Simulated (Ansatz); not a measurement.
Crystal: AlPt.

```
CELL_PARAMETERS angstrom
3.09155 0.00000 0.00000
0.00000 3.09155 0.00000
0.00000 0.00000 3.09155
ATOMIC_POSITIONS crystal
Pt 0.50000 0.50000 0.50000
Al 0.00000 0.00000 0.00000
```

Measurements of this composition are mostly on another form, of space group No. 198.

* Program: Ansatz 0.2.0
* Task: single point
* Functional: PBEsol
* Potentials or basis: all-electron LAPW, scalar-relativistic
* Cutoff: 229 eV (chosen from the basis error)
* Basis error allowed: 0.001 eV/atom
* k mesh: 9 × 9 × 9
* Occupations: fermi-dirac, width 0.05 eV
* Spin: no spin polarisation

On this cell: pressure -5.7 GPa; largest force zero by symmetry; band gap on the k mesh none (metal or under the smearing width).

The same run follows on a disturbed copy (atoms moved at random, drawn with an rms of 0.05 Å):

```
Pt Al
1.0
     3.09155    0.00000    0.00000
     0.00000    3.09155    0.00000
     0.00000    0.00000    3.09155
Pt Al
1 1
Direct
  0.50628 0.51970 0.49067
  0.99902 0.99472 0.00385
```

**Question.** What changes?

**Answer.** The energy (extrapolated to zero smearing) moves by +7.3 meV/atom; pressure -5.2 GPa; largest force 0.328 eV/Å; band gap on the k mesh none (metal or under the smearing width).

Forces in eV/Å, atoms in the order of the input:
```
Pt  -0.084 -0.279  0.151
Al   0.083  0.279 -0.151
```

Stress tensor (GPa, compression positive):
```
-5.12  0.22 -0.12
 0.22 -5.34 -0.39
-0.12 -0.39 -5.17
```
